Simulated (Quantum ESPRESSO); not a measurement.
# Hf (Pm-3m) in Quantum ESPRESSO: reference runs

How does Hf come out in PBE? The cell is run as given and disturbed.

All numbers are computed with Quantum ESPRESSO 7.5; they aren't measurements. Logs are shortened: lines on timing, memory, paths and dates and some standing lists are left out, and cuts for length are marked.

## 1. Starting point

The structure is cubic, space group Pm-3m (No. 221). Conventional cell: a = 2.914 Å, b = 2.914 Å, c = 2.914 Å, α = 90.00°, β = 90.00°, γ = 90.00°. Hf (site symmetry m-3m) has 6 Hf at 2.91 Å as nearest neighbours.

The cell was built by a generator and needn't be a form met in nature.

## 2. Single point, PBE

The input, pw.in:

```
&CONTROL
  calculation = 'scf'
  prefix = 'pwscf'
  outdir = './tmp'
  pseudo_dir = './pseudo'
  tprnfor = .true.
  tstress = .true.
  disk_io = 'nowf'
/
&SYSTEM
  ibrav = 0
  nat = 1
  ntyp = 1
  ecutwfc = 60
  nbnd = 12
  occupations = 'smearing'
  smearing = 'fd'
  degauss = 0.00367493
/
&ELECTRONS
  conv_thr = 2d-10
  electron_maxstep = 120
  mixing_beta = 0.5
/
ATOMIC_SPECIES
Hf   178.4900 Hf-sp.oncvpsp.upf
CELL_PARAMETERS angstrom
   2.9138100000    0.0000000000    0.0000000000
   0.0000000000    2.9138100000    0.0000000000
   0.0000000000    0.0000000000    2.9138100000
ATOMIC_POSITIONS crystal
Hf     0.5000000000    0.5000000000    0.5000000000
K_POINTS automatic
9 9 9 0 0 0
```

Potentials or basis: SSSP 1.3 efficiency PBE.

Launch:

```
OMP_NUM_THREADS=1 pw.x -in pw.in > pw.out
```

pw.out:

```text
This program is part of the open-source Quantum ESPRESSO suite
     for quantum simulation of materials; please cite
         "P. Giannozzi et al., J. Phys.:Condens. Matter 21 395502 (2009);
         "P. Giannozzi et al., J. Phys.:Condens. Matter 29 465901 (2017);
         "P. Giannozzi et al., J. Chem. Phys. 152 154105 (2020);
     in publications or presentations arising from this work. More details at

     Message from routine setup:
     using ibrav=0 with symmetry is DISCOURAGED, use correct ibrav instead

     G-vector sticks info
     --------------------
     sticks:   dense  smooth     PW     G-vecs:    dense   smooth      PW
     Sum         577     577    177                10443    10443    1839

     Using Slab Decomposition

     bravais-lattice index     =            0
     lattice parameter (alat)  =       5.5063  a.u.
     unit-cell volume          =     166.9476 (a.u.)^3
     number of atoms/cell      =            1
     number of atomic types    =            1
     number of electrons       =        12.00
     number of Kohn-Sham states=           12
     kinetic-energy cutoff     =      60.0000  Ry
     charge density cutoff     =     240.0000  Ry
     scf convergence threshold =      2.0E-10
     mixing beta               =       0.5000
     number of iterations used =            8  plain     mixing
     Exchange-correlation= PBE
                           (   1   4   3   4   0   0   0)

     celldm(1)=   5.506303  celldm(2)=   0.000000  celldm(3)=   0.000000
     celldm(4)=   0.000000  celldm(5)=   0.000000  celldm(6)=   0.000000

     crystal axes: (cart. coord. in units of alat)
               a(1) = (   1.000000   0.000000   0.000000 )
               a(2) = (   0.000000   1.000000   0.000000 )
               a(3) = (   0.000000   0.000000   1.000000 )

     reciprocal axes: (cart. coord. in units 2 pi/alat)
               b(1) = (  1.000000  0.000000  0.000000 )
               b(2) = (  0.000000  1.000000  0.000000 )
               b(3) = (  0.000000  0.000000  1.000000 )

     PseudoPot. # 1 for Hf read from file:
     Hf-sp.oncvpsp.upf
     Pseudo is Norm-conserving + core correction, Zval = 12.0
     Generated using ONCVPSP code by D. R. Hamann
     Using radial grid of 1656 points,  8 beta functions with:
                l(1) =   0
                l(2) =   0
                l(3) =   1
                l(4) =   1
                l(5) =   2
                l(6) =   2
                l(7) =   3
                l(8) =   3

     atomic species   valence    mass     pseudopotential
     Hf               12.00   178.49000     Hf( 1.00)

     48 Sym. Ops., with inversion, found

   Cartesian axes

     site n.     atom                  positions (alat units)
         1        Hf     tau(   1) = (   0.5000000   0.5000000   0.5000000  )

     number of k points=    35  Fermi-Dirac smearing, width (Ry)=  0.0037
                       cart. coord. in units 2pi/alat
        k(    1) = (   0.0000000   0.0000000   0.0000000), wk =   0.0027435
        k(    2) = (   0.0000000   0.0000000   0.1111111), wk =   0.0164609
        k(    3) = (   0.0000000   0.0000000   0.2222222), wk =   0.0164609
        k(    4) = (   0.0000000   0.0000000   0.3333333), wk =   0.0164609
        k(    5) = (   0.0000000   0.0000000   0.4444444), wk =   0.0164609
        k(    6) = (   0.0000000   0.1111111   0.1111111), wk =   0.0329218
[... 27 lines left out ...]
        k(   34) = (   0.3333333   0.4444444   0.4444444), wk =   0.0658436
        k(   35) = (   0.4444444   0.4444444   0.4444444), wk =   0.0219479

     Dense  grid:    10443 G-vectors     FFT dimensions: (  27,  27,  27)

     Initial potential from superposition of free atoms

     starting charge      11.9981, renormalised to      12.0000
     Starting wfcs are   10 randomized atomic wfcs +    2 random wfcs

     Self-consistent Calculation

     iteration #  1     ecut=    60.00 Ry     beta= 0.50
     Davidson diagonalization with overlap
     ethr =  1.00E-02,  avg # of iterations =  5.3

     Threshold (ethr) on eigenvalues was too large:
     Diagonalizing with lowered threshold

     Davidson diagonalization with overlap
     ethr =  6.64E-05,  avg # of iterations =  4.3

     total energy              =    -112.75065232 Ry
     estimated scf accuracy    <       0.00854213 Ry

     iteration #  2     ecut=    60.00 Ry     beta= 0.50
     Davidson diagonalization with overlap
     ethr =  7.12E-05,  avg # of iterations =  1.4

     total energy              =    -112.75166679 Ry
     estimated scf accuracy    <       0.00106771 Ry

     iteration #  3     ecut=    60.00 Ry     beta= 0.50
     Davidson diagonalization with overlap
     ethr =  8.90E-06,  avg # of iterations =  1.6

     total energy              =    -112.75176266 Ry
     estimated scf accuracy    <       0.00014485 Ry
[... 19 lines left out ...]
     total energy              =    -112.75176924 Ry
     estimated scf accuracy    <       0.00000002 Ry

     iteration #  7     ecut=    60.00 Ry     beta= 0.50
     Davidson diagonalization with overlap
     ethr =  1.49E-10,  avg # of iterations =  2.0

     total energy              =    -112.75176924 Ry
     estimated scf accuracy    <          2.6E-10 Ry

     iteration #  8     ecut=    60.00 Ry     beta= 0.50
     Davidson diagonalization with overlap
     ethr =  2.14E-12,  avg # of iterations =  2.0

     End of self-consistent calculation

          k = 0.0000 0.0000 0.0000 (  1357 PWs)   bands (ev):

   -49.1142 -17.3402 -17.3402 -17.3402   6.1041  11.1891  11.1891  19.0926
    19.0926  19.0926  25.3787  25.3787

          k = 0.0000 0.0000 0.1111 (  1321 PWs)   bands (ev):

   -49.1072 -17.4556 -17.3306 -17.3306   6.4219  11.2823  11.4825  18.4787
    18.4787  19.1341  23.9161  26.1368

          k = 0.0000 0.0000 0.2222 (  1306 PWs)   bands (ev):

   -49.0897 -17.7386 -17.3062 -17.3062   7.2594  11.5308  12.2025  17.3063
    17.3063  19.2413  21.9683  27.6982

          k = 0.0000 0.0000 0.3333 (  1310 PWs)   bands (ev):

   -49.0697 -18.0461 -17.2784 -17.2784   8.3492  11.8393  12.7315  16.2989
    16.2989  19.3668  21.2194  26.3090
[... 143 lines left out ...]
   -48.9703 -18.0587 -17.8611 -17.8446  11.0261  12.1789  12.5339  16.8214
    17.1056  19.9065  22.1216  23.7878

          k = 0.3333 0.4444 0.4444 (  1322 PWs)   bands (ev):

   -48.9577 -18.0339 -18.0312 -17.8289  10.9293  12.0245  12.1019  17.0614
    19.8383  20.5704  21.1009  23.3530

          k = 0.4444 0.4444 0.4444 (  1343 PWs)   bands (ev):

   -48.9451 -18.0095 -18.0057 -18.0057  11.2757  11.4991  11.4991  19.9568
    20.0645  20.0645  21.3319  23.9383

     the Fermi energy is    12.5277 ev

!    total energy              =    -112.75176924 Ry
     estimated scf accuracy    <          8.1E-12 Ry
     smearing contrib. (-TS)   =      -0.00094634 Ry
     internal energy E=F+TS    =    -112.75082290 Ry

     The total energy is F=E-TS. E is the sum of the following terms:
     one-electron contribution =     -26.53057260 Ry
     hartree contribution      =      16.46455581 Ry
     xc contribution           =     -28.48423158 Ry
     ewald contribution        =     -74.20057452 Ry

     convergence has been achieved in   8 iterations

     Forces acting on atoms (cartesian axes, Ry/au):

     atom    1 type  1   force =     0.00000000    0.00000000    0.00000000

     Total force =     0.000000     Total SCF correction =     0.000000

     Computing stress (Cartesian axis) and pressure

          total   stress  (Ry/bohr**3)                   (kbar)     P=        2.85
   0.00001935   0.00000000   0.00000000            2.85        0.00        0.00
   0.00000000   0.00001935   0.00000000            0.00        2.85        0.00
   0.00000000   0.00000000   0.00001935            0.00        0.00        2.85

=------------------------------------------------------------------------------=
   JOB DONE.
=------------------------------------------------------------------------------=
```

Run time: 7.4 s. Hardware: 1 thread of Arm Neoverse V1, shared host; peak memory 0.05 GiB.

What came out:

* Free energy: -1534.0660 eV
* Pressure: 0.3 GPa
* Band gap on the k mesh: none (metal or under the smearing width)

Levels at points of the mesh, in eV from the Fermi level:
```csv
k point,band 3,band 4,band 5,band 6,band 7,band 8,band 9,band 10
"(0.00, 0.00, 0.00)",-29.87,-29.87,-6.42,-1.34,-1.34,6.56,6.56,6.56
```

## 3. Single point, PBE (cell strained at random at fixed volume)

pw.in: that of step 2 with these lines changed.

```diff
@@ -27,7 +27,7 @@
 CELL_PARAMETERS angstrom
-   2.9138100000    0.0000000000    0.0000000000
-   0.0000000000    2.9138100000    0.0000000000
-   0.0000000000    0.0000000000    2.9138100000
+   2.8789860000    0.0108920000    0.0312790000
+   0.0108920000    2.8924850000   -0.0036490000
+   0.0312790000   -0.0036490000    2.9711840000
 ATOMIC_POSITIONS crystal
-Hf     0.5000000000    0.5000000000    0.5000000000
+Hf     0.5082420000    0.4985950000    0.5007900000
 K_POINTS automatic
```

Potentials or basis: SSSP 1.3 efficiency PBE.

Launch:

```
OMP_NUM_THREADS=1 pw.x -in pw.in > pw.out
```

pw.out:

```text
This program is part of the open-source Quantum ESPRESSO suite
     for quantum simulation of materials; please cite
[... 6 lines left out ...]
     --------------------
     sticks:   dense  smooth     PW     G-vecs:    dense   smooth      PW
     Sum         571     571    177                10491    10491    1821

     Using Slab Decomposition

     bravais-lattice index     =            0
     lattice parameter (alat)  =       5.4409  a.u.
     unit-cell volume          =     166.9476 (a.u.)^3
     number of atoms/cell      =            1
     number of atomic types    =            1
     number of electrons       =        12.00
     number of Kohn-Sham states=           12
     kinetic-energy cutoff     =      60.0000  Ry
     charge density cutoff     =     240.0000  Ry
     scf convergence threshold =      2.0E-10
     mixing beta               =       0.5000
     number of iterations used =            8  plain     mixing
     Exchange-correlation= PBE
                           (   1   4   3   4   0   0   0)

     celldm(1)=   5.440855  celldm(2)=   0.000000  celldm(3)=   0.000000
     celldm(4)=   0.000000  celldm(5)=   0.000000  celldm(6)=   0.000000

     crystal axes: (cart. coord. in units of alat)
               a(1) = (   0.999934   0.003783   0.010864 )
               a(2) = (   0.003783   1.004622  -0.001267 )
               a(3) = (   0.010864  -0.001267   1.031956 )

     reciprocal axes: (cart. coord. in units 2 pi/alat)
               b(1) = (  1.000195 -0.003780 -0.010534 )
               b(2) = ( -0.003780  0.995415  0.001262 )
               b(3) = ( -0.010534  0.001262  0.969146 )

     PseudoPot. # 1 for Hf read from file:
     Hf-sp.oncvpsp.upf
     Pseudo is Norm-conserving + core correction, Zval = 12.0
     Generated using ONCVPSP code by D. R. Hamann
     Using radial grid of 1656 points,  8 beta functions with:
                l(1) =   0
                l(2) =   0
                l(3) =   1
                l(4) =   1
                l(5) =   2
                l(6) =   2
                l(7) =   3
                l(8) =   3

     atomic species   valence    mass     pseudopotential
     Hf               12.00   178.49000     Hf( 1.00)

     No symmetry found

   Cartesian axes

     site n.     atom                  positions (alat units)
         1        Hf     tau(   1) = (   0.5155351   0.5021877   0.5216829  )

     number of k points=   365  Fermi-Dirac smearing, width (Ry)=  0.0037

     Number of k-points >= 100: set verbosity='high' to print them.

     Dense  grid:    10491 G-vectors     FFT dimensions: (  27,  27,  27)

     Initial potential from superposition of free atoms

     starting charge      11.9981, renormalised to      12.0000
     Starting wfcs are   10 randomized atomic wfcs +    2 random wfcs

     Self-consistent Calculation

     iteration #  1     ecut=    60.00 Ry     beta= 0.50
     Davidson diagonalization with overlap
     ethr =  1.00E-02,  avg # of iterations =  5.6

     Threshold (ethr) on eigenvalues was too large:
     Diagonalizing with lowered threshold

     Davidson diagonalization with overlap
     ethr =  7.09E-05,  avg # of iterations =  4.4

     total energy              =    -112.75039932 Ry
     estimated scf accuracy    <       0.00910147 Ry

     iteration #  2     ecut=    60.00 Ry     beta= 0.50
     Davidson diagonalization with overlap
     ethr =  7.58E-05,  avg # of iterations =  1.3
[... 36 lines left out ...]
     total energy              =    -112.75157292 Ry
     estimated scf accuracy    <          2.6E-10 Ry

     iteration #  8     ecut=    60.00 Ry     beta= 0.50
     Davidson diagonalization with overlap
     ethr =  2.21E-12,  avg # of iterations =  2.3

     End of self-consistent calculation

     Number of k-points >= 100: set verbosity='high' to print the bands.

     the Fermi energy is    12.5289 ev

!    total energy              =    -112.75157292 Ry
     estimated scf accuracy    <          1.2E-10 Ry
     smearing contrib. (-TS)   =      -0.00096655 Ry
     internal energy E=F+TS    =    -112.75060637 Ry

     The total energy is F=E-TS. E is the sum of the following terms:
     one-electron contribution =     -26.56294623 Ry
     hartree contribution      =      16.47796924 Ry
     xc contribution           =     -28.48460723 Ry
     ewald contribution        =     -74.18102215 Ry

     convergence has been achieved in   8 iterations

     Forces acting on atoms (cartesian axes, Ry/au):

     atom    1 type  1   force =     0.00000000    0.00000000    0.00000000

     Total force =     0.000000     Total SCF correction =     0.000000

     Computing stress (Cartesian axis) and pressure

          total   stress  (Ry/bohr**3)                   (kbar)     P=        3.21
   0.00010065   0.00002171   0.00005296           14.81        3.19        7.79
   0.00002171   0.00005428  -0.00000602            3.19        7.98       -0.89
   0.00005296  -0.00000602  -0.00008946            7.79       -0.89      -13.16

=------------------------------------------------------------------------------=
   JOB DONE.
=------------------------------------------------------------------------------=
```

It took 74 s on 1 thread of Arm Neoverse V1, shared host; peak memory 0.12 GiB.

Results:

```
Free energy            : -1534.0633 eV
Pressure               : 0.3 GPa
Band gap on the k mesh : none (metal or under the smearing width)
```

Stress tensor (GPa, compression positive):
```
 1.48  0.32  0.78
 0.32  0.80 -0.09
 0.78 -0.09 -1.32
```

Levels at points of the mesh, in eV from the Fermi level:
```csv
k point,band 3,band 4,band 5,band 6,band 7,band 8,band 9,band 10
"(0.00, 0.00, 0.00)",-29.85,-29.83,-6.42,-1.36,-1.33,6.44,6.48,6.76
```

The run has no spin-orbit coupling, so splittings on Hf are missing.
